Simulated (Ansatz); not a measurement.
**Ta: how well frozen cores do**

The same cell of Ta is computed with LAPW, all electrons, PAW on the default files and datasets made for this crystal, to set the results side by side.

Program: Ansatz 0.2.0. Level of theory: DFT PBEsol, scalar-relativistic. These are calculated values, not measurements.

## 1. The system as given

It takes space group Im-3m (No. 229, cubic). Conventional cell: a = 3.303 Å, b = 3.303 Å, c = 3.303 Å, α = 90.00°, β = 90.00°, γ = 90.00°. Ta (site symmetry m-3m) is surrounded by 8 Ta at 2.86 Å.

As a file:

```cif
data_structure
_symmetry_space_group_name_H-M 'P 1'
_symmetry_Int_Tables_number 1
_cell_length_a 2.8601
_cell_length_b 2.8601
_cell_length_c 2.8601
_cell_angle_alpha 109.471
_cell_angle_beta 109.471
_cell_angle_gamma 109.471
_cell_volume 18.01
loop_
_atom_site_label
_atom_site_type_symbol
_atom_site_fract_x
_atom_site_fract_y
_atom_site_fract_z
_atom_site_occupancy
Ta1 Ta 0.00000 0.00000 0.00000 1
```

The cell is a deposited one (Crystallography Open Database entry 1541266); the temperature and pressure of the measurement aren't taken into account, and nothing was relaxed.

## 2. LAPW, all electrons

The input, input.yaml:

```yaml
crystal:
  lattice:
    - [-1.65128, 1.65128, 1.65128]
    - [1.65128, -1.65128, 1.65128]
    - [1.65128, 1.65128, -1.65128]
  atoms:
    - { symbol: Ta, position: [0.0, 0.0, 0.0] }
kpoints:
  mp_grid: { grid: [15, 15, 15] }
  band_path:
    path:
      - [0.0, 0.0, 0.0]
      - [0.5, -0.5, 0.5]
      - [0.0, 0.0, 0.5]
      - [0.0, 0.0, 0.0]
      - [0.25, 0.25, 0.25]
      - [0.5, -0.5, 0.5]
      - [0.25, 0.25, 0.25]
      - [0.0, 0.0, 0.5]
    npoints: 14
scf:
  occupations: { method: fermi_dirac, width: 0.05 }
hamiltonian:
  xc: pbesol
  pseudopotentials: { kind: all_electron, lapw: { basis_error: 0.00025 } }
output:
  forces: true
  stress: true
  eigenvalues: true
  populations: true
  dos: { projected: true, de: 0.2, e_range: [-14, 8] }
```

Command:

```sh
$ ansatz run input.yaml --threads 1 --pin off --max-ram 3072MiB --backend cpu --events-out ev --progress --plain --runs-dir out
```

The log of the run (excerpt; [...] marks lines left out):

```text
Ta: projections on atomic orbitals take those of the free atom 1s2 2s2 2p6 3s2 3p6 3d10 4s2 4p6 4d10 4f14 5s2 5p6 5d3 6s2, of charge +0.00 (hamiltonian.pseudopotentials.projection_atoms)
LAPW: plane waves up to 8.944 Å⁻¹, error target 2.5e-4 eV per atom; small_component_spin mean_spin; Ta in spheres of 1.430 Å, 43 of its electrons in bands, Dirac shells []
[...]
Pseudopotentials: kind: all_electron
Pseudopotential: Ta, LAPW, valence charge 43, Koelling and Harmon's equation, gaussian nucleus
Functional definition: PBEsol
[...]
Crystal: 1 atoms, lattice volume = 18.010 Å³
Basis set: ecut = 304.7783345490755 eV, 225 PW (Γ), exchange–correlation at level 2
Bands: 26, of which v1, the nominal top of the filled ones, is band 22 counted from 1 (21 counted from 0)
Symmetry: 48 space group operations
Space group: Im-3m (ITA 229), of the structure as read, at distance tolerance 2.6e-5 Å
k-points: 120 of 3375
[...]
SCF iter   1: F=—  HF=-424443.533646 eV  |F-HF|=—  |Δ(HF+E_count)|=         —  Δρ=2.62e-2  dr2=8.07e-2  ethr=1.87e-4  ⟨swp⟩=2.9  Hψ=19313  notcnv=0
[...]
the basis was enlarged: its passes take 996.7 KiB over the memory plan, 1 of 1 planned eigensolver slots
[...]
SCF iter   8: F=-424443.378081 eV  HF=-424443.378081 eV  |F-HF|=2.50e-9  |Δ(HF+E_count)|=   2.17e-8  Δρ=5.89e-6  dr2=1.86e-9  ethr=7.58e-10  ⟨swp⟩=2.0  Hψ=9319  notcnv=0
[...]
NSCF: frozen V_eff on 99 k-points
SCF converged after 8 iterations
Free energy (F): -424443.378081 eV
[...]
E sigma→0 (E₀):  -424443.372888 eV
Entropy (-TS):   -0.010386 eV (-10.386 meV/atom)
Fermi energy:    24.639249 eV
[...]
--- Forces (eV/Å), atoms counted from 1 ---
  atom   1  Ta    -0.00000000     0.00000000    -0.00000000
[...]
--- Stress (GPa, compression-positive) ---
       -4.139984      -0.000000      -0.000000
       -0.000000      -4.139984      -0.000000
       -0.000000      -0.000000      -4.139984
  P = ⅓ Tr σ = -4.1400 GPa (-41.400 kbar)
--- Band table (eV; the first three rows and the last of 120) ---
  k-point 0: bands = ["-369.3163", "-369.3163", "-369.3163", "-191.1021", "-191.1021", "-191.0842", "-191.0842", "-191.0842", "-42.4214", "-8.3615", "-8.3615", "-8.3615", "5.8070", "5.8070", "5.8070", "5.8583", "5.8583", "5.8583", "5.9109", "16.7288", "25.3560", "25.3560", "25.3560", [...]
--- Löwdin populations: 1 site ---
  site symbol       q [e]
     0     Ta     72.9244
  spilling = 0.001036 (of n_electrons = 73.000000)
```

Run time: 19 s. Hardware: 1 thread of Intel Xeon Platinum 8488C (Sapphire Rapids), shared host; peak memory 0.46 GiB.

In short: pressure -4.14 GPa; no gap.

At the corners of the path (eV, zero at the Fermi level):

| point | band 18 | band 19 | band 20 | band 21 | band 22 | band 23 | band 24 |
| --- | --- | --- | --- | --- | --- | --- | --- |
| Γ | -18.78 | -18.73 | -7.91 | 0.72 | 0.72 | 0.72 | 3.99 |
| H | -18.76 | -18.76 | -3.81 | -3.81 | 6.84 | 6.84 | 6.84 |
| N | -18.77 | -18.76 | -4.38 | -1.55 | 1.62 | 3.87 | 4.90 |
| Γ | -18.78 | -18.73 | -7.91 | 0.72 | 0.72 | 0.72 | 3.99 |
| P | -18.79 | -18.79 | -1.22 | -1.22 | -1.22 | 5.07 | 5.07 |
| H | -18.76 | -18.76 | -3.81 | -3.81 | 6.84 | 6.84 | 6.84 |
| P | -18.79 | -18.79 | -1.22 | -1.22 | -1.22 | 5.07 | 5.07 |
| N | -18.77 | -18.76 | -4.38 | -1.55 | 1.62 | 3.87 | 4.90 |

States per cell, counted by energy window (eV from the Fermi level, on a grid of 0.20 eV):

| from | to | total | Ta 5d | Ta 6s |
| --- | --- | --- | --- | --- |
| -9 | -8 | 0.00 | 0.00 | 0.00 |
| -8 | -7 | 0.03 | 0.00 | 0.02 |
| -7 | -6 | 0.08 | 0.00 | 0.07 |
| -6 | -5 | 0.14 | 0.02 | 0.12 |
| -5 | -4 | 0.36 | 0.16 | 0.18 |
| -4 | -3 | 0.75 | 0.55 | 0.18 |
| -3 | -2 | 0.80 | 0.70 | 0.08 |
| -2 | -1 | 1.19 | 1.15 | 0.01 |
| -1 | 0 | 1.52 | 1.35 | 0.10 |
| 0 | 1 | 0.88 | 0.73 | 0.07 |
| 1 | 2 | 0.31 | 0.26 | 0.01 |
| 2 | 3 | 0.72 | 0.68 | 0.02 |
| 3 | 4 | 1.07 | 1.02 | 0.02 |
| 4 | 5 | 1.50 | 1.42 | 0.05 |

## 3. PAW on the default files

Changes to input.yaml since step 2:

```diff
@@ -24,3 +24,3 @@
   xc: pbesol
-  pseudopotentials: { kind: all_electron, lapw: { basis_error: 0.00025 } }
+  pseudopotentials: { kind: paw }
 output:
@@ -29,3 +29,9 @@
   eigenvalues: true
+  efg: { contact_densities: true }
   populations: true
+  bader: true
   dos: { projected: true, de: 0.2, e_range: [-14, 8] }
+  write_density: true
+  write_potential: true
+  elf: true
+  volumetric_format: npy
```

Command:

```sh
$ ansatz run input.yaml --threads 1 --pin off --max-ram 3072MiB --backend cpu --events-out ev --progress --plain --runs-dir out
```

The log of the run (excerpt; [...] marks lines left out):

```text
Ta: output.efg is read without spin–orbit coupling, which moves field gradients at and beside such atoms by some per cent and up to a factor of two; PAW files take it under magnetization.noncollinear and magnetization.spin_orbit
[...]
Pseudopotentials: kind: paw
Pseudopotential: Ta, paw, valence charge 13, recommended cutoff 420 eV (normal)
[... 1 set-up line as earlier in the session ...]
[...]
Crystal: 1 atoms, lattice volume = 18.010 Å³
Basis set: ecut = 420 eV, 369 PW (Γ), exchange–correlation on 40×40×40 points (8 copies of the dense FFT grid, shifted against one another)
Bands: 11, of which v1, the nominal top of the filled ones, is band 7 counted from 1 (6 counted from 0)
[... 2 set-up lines as earlier in the session ...]
k-points: 120 of 3375
[...]
  atom   1  Ta     0.00000000     0.00000000     0.00000000
[...]
--- Stress (GPa, compression-positive) ---
       -4.060414       0.000000       0.000000
        0.000000      -4.060414      -0.000000
       -0.000000      -0.000000      -4.060414
  P = ⅓ Tr σ = -4.0604 GPa (-40.604 kbar)
--- PAW observables at the nuclei: V_zz in 10²¹ V/m², potentials from the cell's mean, atoms counted from 1 ---
  atom   1  Ta V_zz =    -0.000000   η = 0.0000   by run symmetry: forbidden
            electrostatic potential = -14501.640250 V   contact ρ = 8144252.495218 e/Å³
--- Band table (eV; the first three rows and the last of 120) ---
  k-point 0: bands = ["-48.5686", "-14.5104", "-14.5104", "-14.5104", "10.5630", "19.1940", "19.1940", "19.1940", "22.4639", "22.4639", "33.1088"]
[...]
--- Löwdin populations: 1 site ---
  site symbol       q [e]
     0     Ta     12.9151
  spilling = 0.006527 (of n_electrons = 13.000000)
--- Bader charges: 1 site ---
  site symbol  charge [e]  shift [e]
     0     Ta      0.0000     0.0000
  estimated error of the sums over rays = 2.6e-7 e
```

It took 15 s on 1 thread of Intel Xeon Platinum 8488C (Sapphire Rapids), shared host; peak memory 0.42 GiB.

This run gives: pressure -4.06 GPa; no gap.

The fields are shown in the conventional cell of this run's space group, carried over from its grid by interpolation.

Density in a lattice plane of the grid's cell (edges 3.30 and 3.30 Å, at 0.000 of the third edge), which holds Ta.

Ten even steps from '0' (0.22 e/Å³) to '9' (4.42 e/Å³):
```
899985210000000001258999
999864200000000000246899
887642100000000000124678
655321000000000000012355
322110000000000000001122
100000000000000000000000
000000000000000000000000
000000000000000000000000
000000000000000000000000
000000000000000000000000
000000000000000000000000
000000000000000000000000
000000000000000000000000
100000000000000000000000
322110000000000000001122
655321000000000000012355
887642100000000000124678
999864200000000000246899
899985210000000001258999
689985310000000001358998
```
Columns run along the first of these edges and rows up along the second, over one cell in 24 and 20 even steps from the bottom left corner. Atoms in the plane (fractional): Ta at (0.00, 0.00).

ELF in the same plane.

Ten even steps from '0' (0.00) to '9' (0.72):
```
125898632235553223689852
568998532345654323589986
899986422356665322469999
998764333466766433346889
665543334567776543334556
333223345667776654332233
222234556666666665543222
233445666666666666654433
445566777665556677766554
556677777665556677777665
445566777665556677766554
233445666666666666654433
222234556666666665543222
333223345667776654332233
665543334567776543334556
998864333466766433346789
899996422356665322468999
568998532345654323589986
125898632235553223689852
014798631234543213689741
```
Columns run along the first of these edges and rows up along the second, over one cell in 24 and 20 even steps from the bottom left corner. Atoms in the plane (fractional): Ta at (0.00, 0.00).

Both are smooth fields of the valence electrons: close to the nuclei they are not physical.

Maxima of ELF outside the ion cores: 0.54 between the atoms, 1.8 Å from Ta.

## 4. Datasets made for this crystal

Changes to input.yaml since step 3:

```diff
@@ -19,3 +19,3 @@
       - [0.0, 0.0, 0.5]
-    npoints: 14
+    npoints: 8
 scf:
@@ -24,3 +24,3 @@
   xc: pbesol
-  pseudopotentials: { kind: paw }
+  pseudopotentials: { kind: all_electron, datasets: crystal }
 output:
@@ -30,8 +30 @@
   efg: { contact_densities: true }
-  populations: true
-  bader: true
-  dos: { projected: true, de: 0.2, e_range: [-14, 8] }
-  write_density: true
-  write_potential: true
-  elf: true
-  volumetric_format: npy
```

Command:

```sh
$ ansatz run input.yaml --threads 1 --pin off --max-ram 3072MiB --backend cpu --events-out ev --progress --plain --runs-dir out
```

The log of the run (excerpt; [...] marks lines left out):

```text
[...]
Ta: output.efg is read without spin–orbit coupling, which moves field gradients at and beside such atoms by some per cent and up to a factor of two; PAW files take it under magnetization.noncollinear and magnetization.spin_orbit
[...]
[... 1 set-up line as earlier in the session ...]
Pseudopotential: Ta, paw, valence charge 27, recommended cutoff 240 eV (normal), Koelling and Harmon's equation, gaussian nucleus
[... 1 set-up line as earlier in the session ...]
[...]
Crystal: 1 atoms, lattice volume = 18.010 Å³
Basis set: ecut = 240 eV, 141 PW (Γ), exchange–correlation on 30×30×30 points (8 copies of the dense FFT grid, shifted against one another)
Bands: 11, of which v1, the nominal top of the filled ones, is band 7 counted from 1 (6 counted from 0)
[... 2 set-up lines as earlier in the session ...]
k-points: 120 of 3375
[...]
Fermi energy:    24.639270 eV
[...]
  The terms above E_closure are by the made datasets' own strengths, without shells solved beside the bands.
--- Forces (eV/Å), atoms counted from 1 ---
  atom   1  Ta     0.00000000     0.00000000     0.00000000
[...]
--- Stress (GPa, compression-positive) ---
       -4.138853      -0.000000       0.000000
       -0.000000      -4.138853       0.000000
        0.000000       0.000000      -4.138853
  P = ⅓ Tr σ = -4.1389 GPa (-41.389 kbar)
  It holds what live shells' own plane waves past their cutoff add
--- PAW observables at the nuclei: V_zz in 10²¹ V/m², potentials from the cell's mean, atoms counted from 1 ---
  atom   1  Ta V_zz =    -0.000000   η = 0.0000   by run symmetry: forbidden
            electrostatic potential = -14498.809596 V   contact ρ = 8140274.375013 e/Å³
--- Band table (eV; the first three rows and the last of 120) ---
  k-point 0: bands = ["-42.4213", "-8.3614", "-8.3614", "-8.3614", "16.7288", "25.3561", "25.3561", "25.3561", "28.6256"]
[...]
```

Run time: 12 s. Hardware: 1 thread of Intel Xeon Platinum 8488C (Sapphire Rapids), shared host; peak memory 0.51 GiB.

Read from it: pressure -4.14 GPa; no gap.

| atom | contact density (e/Å³) |
| --- | --- |
| Ta | 8140274 |

## 5. The methods compared

| method | pressure (GPa) | SCF cycles, all passes |
| --- | --- | --- |
| LAPW | -4.14 | 8 |
| PAW | -4.06 | 6 |
| crystal datasets | -4.14 | 7 |

## 6. Results

| quantity | value |
| --- | --- |
| pressure | LAPW -4.14, PAW -4.06, crystal datasets -4.14 GPa |
| gap (LAPW) | none |
| highest ELF (PAW) | 0.54, 1.81 Å from Ta |

What this shows: At this geometry the cell is under tension of 4.1 GPa, so it would shrink if let go. The count of 43 electrons in bands leaves a band partly filled, so there is no gap. Within 0.3 eV of the Fermi level the largest projected share is Ta 5d (89 %). The projection holds only the free atom's occupied shells (Ta 6s, Ta 5d in this range). PAW lies +0.08 GPa from LAPW in pressure. Spin-orbit coupling is left out, though the cell holds Ta; in elements this heavy it can shift bands and gaps by tenths of an eV.
